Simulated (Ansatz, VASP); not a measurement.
# Two plane-wave programs on SiC

```xyz
2
Lattice="0.0000 2.1781 2.1781 2.2510 0.0000 2.1781 2.2510 2.1781 0.0000" Properties=species:S:1:pos:R:3 pbc="T T T"
Si    0.0000    0.0000    0.0000
C     1.1255    1.0890    1.0890
```

Change from the starting cell: uniaxial_x strain +3.4%.

Alike in both runs: task single point; functional PBE; k mesh 10 × 10 × 10; occupations fermi-dirac, width 0.02 eV; no spin polarisation.

|  | VASP | Ansatz |
| --- | --- | --- |
| version | VASP 6.6.1 | Ansatz 0.2.0 |
| potentials or method | VASP PAW PBE potentials, release 64 (Si, C) | plane waves, PAW |
| plane-wave cutoff (eV) | 520 | 420 |
| valence electrons in the cell | 8 | 8 |

Ansatz gave:

- gap on the k mesh at the Fermi level (eV): 1.22
- pressure (GPa): -3.5
- largest component of the traceless stress (GPa): 5.98

Question: Which values does VASP return?

Answer: gap on the k mesh at the Fermi level (eV): 1.21; pressure (GPa): -3.6; largest component of the traceless stress (GPa): 6.00.

With one functional, cell and mesh, what is left measures potentials, basis and numerics.

A k mesh can miss the band edges.
